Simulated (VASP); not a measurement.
# CaO: molecular dynamics with a monitored distance, by stops when the distance exceeds

CaO, Fm-3m (no. 225), 8 atoms in the cell. PBE, molecular dynamics; PAW potentials Ca_pv, O (PBE set).

| Stops when the distance exceeds (Å) | Largest distance met (Å) | Steps run | Mean temperature (K) | Time (s) |
|---|---|---|---|---|
| 2.548 | 2.406 | 80 | 881 | 132 |
| 3.846 | 2.406 | 80 | 881 | 134 |

Limits: 80 fs of 8 atoms are too short for converged averages; the distance is that to the nearest periodic copy, which so small a cell caps; the cell is only 4.8 Å across, so each atom moves in step with near copies of itself.

## Input of the first row

INCAR:
```
ALGO     = Normal         # electronic algorithm
ANDERSEN_PROB= 0.05         
EDIFF    = 1E-5           # SCF threshold, eV
ENCUT    = 400            # plane-wave cutoff, eV
GGA      = PE             # functional
IBRION   = 0              # ionic algorithm
ISIF     = 2              # what is computed and relaxed
ISMEAR   = 0              # smearing method
ISYM     = 0            
KPAR     = 2            
LASPH    = T              # aspherical terms in the spheres
LCHARG   = F              # write CHGCAR
LREAL    = Auto         
LWAVE    = F              # write WAVECAR
MDALGO   = 1            
NELM     = 60             # most SCF steps
NELMIN   = 4            
NSW      = 80             # ionic steps
POTIM    = 1.0            # step
PREC     = Normal         # precision mode
RANDOM_SEED= 319774 0 0   
SIGMA    = 0.05           # smearing width, eV
TEBEG    = 1000         
TEEND    = 1000         
VALUE_MAX= 2.548        
VALUE_MIN= 1.202         
```

KPOINTS:
```
k-points
0
Monkhorst-Pack
  2 2 2
```

ICONST:
```
R 1 8 7
```

POSCAR:
```
CaO
1.0
    4.8071113920      0.0000000000      0.0000000000
    0.0000000000      4.8071113920      0.0000000000
    0.0000000000      0.0000000000      4.8071113920
Ca O
4 4
Direct
    0.0000000000      0.0000000000      0.0000000000
    0.0000000000      0.5000000000      0.5000000000
    0.5000000000      0.0000000000      0.5000000000
    0.5000000000      0.5000000000      0.0000000000
    0.5000000000      0.0000000000      0.0000000000
    0.5000000000      0.5000000000      0.5000000000
    0.0000000000      0.0000000000      0.5000000000
    0.0000000000      0.5000000000      0.0000000000
```

Commands:
```
cat potpaw_PBE.64/Ca_pv/POTCAR potpaw_PBE.64/O/POTCAR > POTCAR
mpirun -np 2 vasp_std > vasp.out
```

Changes of the last row against the first:
```
- VALUE_MAX = 2.548
+ VALUE_MAX = 3.846
```

VASP 6.6.1 took 132 s on 2 cores (AMD EPYC 9R45 (Zen 5)), a shared host.
